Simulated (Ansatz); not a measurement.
FePt (Tetraferroplatinum):

```
Pt Fe
1.0
     2.72350    0.00000    0.00000
     0.00000    2.72350    0.00000
     0.00000    0.00000    3.72000
Pt Fe
1 1
Direct
  0.50000 0.50000 0.50000
  0.00000 0.00000 0.00000
```

| Item | Value |
| --- | --- |
| Program | Ansatz 0.2.0 |
| Task | relaxation of cell and atoms |
| Functional | revPBE |
| Potentials or basis | all-electron LAPW, scalar-relativistic |
| Basis error allowed | 0.001 eV/atom |
| k mesh | 10 × 10 × 7 |
| Occupations | fermi-dirac, width 0.05 eV |
| Spin | collinear spin, ferromagnetic start |
| Starting moments | [0.0, 3.0] μB |

At the start: volume 13.80 Å³/atom.

Q: How do energy, volume and symmetry change on relaxing?

A: Over 5 steps the energy falls by 10.1 meV/atom and the volume is 14.28 Å³/atom (+3.5 %); space group P4/mmm (No. 123, to 0.05 Å); moment 3.37 μB per cell.

Step by step:
```csv
step,energy change (eV),largest force (eV/Å),volume (Å³)
1,0.0000,0.0000,27.59
2,-0.0173,0.0000,28.94
3,-0.0202,0.0000,28.58
4,-0.0202,0.0000,28.55
5,-0.0202,0.0000,28.55
```

Final structure:
```xyz
2
Lattice="2.7531 0.0000 0.0000 0.0000 2.7531 0.0000 0.0000 0.0000 3.7670" Properties=species:S:1:pos:R:3 pbc="T T T"
Pt    1.3765    1.3765    1.8835
Fe    0.0000    0.0000    0.0000
```
